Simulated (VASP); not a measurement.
**La: equation of state with PBE**

La:

```
La
1.0
     3.75000    0.00000    0.00000
    -1.87500    3.24760    0.00000
     0.00000    0.00000    6.07000
La
2
Cartesian
  1.8750 1.0825 4.5525
  0.0000 2.1651 1.5175
```

This isn't the form of La at room conditions, which is double hcp.

```json
{
  "Program": "VASP 6.6.1",
  "Task": "equation of state",
  "Functional": "PBE",
  "Potentials or basis": "VASP PAW PBE potentials, release 64 (La)",
  "Cutoff": "520 eV",
  "k mesh": "8 × 8 × 5",
  "Occupations": "fermi-dirac, width 0.05 eV",
  "Spin": "no spin polarisation",
  "Further INCAR settings": "ALGO = Normal; EDIFF = 1e-07; NBANDS = 18"
}
```

| Item | Value |
| --- | --- |
| Equilibrium volume | 38.04 Å³/atom (rough: see the caveat) |
| Bulk modulus at fixed shape and positions | 26 GPa (rough) |

Energy against volume, from the lowest point:
```
volume (Å³/atom)  energy (meV/atom)
          34.744              24.76
          35.483              14.61
          36.222               7.15
          36.962               2.31
          37.701               0.00
          38.440               0.09
          39.179               2.45
```

All runs of the series together: 12 min on 1 thread of AMD EPYC 7R43 64-Core Processor (Zen 3) (shared host).

Caveat: the fit is doubtful: noisy points or a state that changes with volume; the cell was scaled at fixed shape and fractional positions, which overstates the stiffness of a crystal with free parameters, most of all of layers and chains. The run has no spin-orbit coupling, so splittings on La are missing.
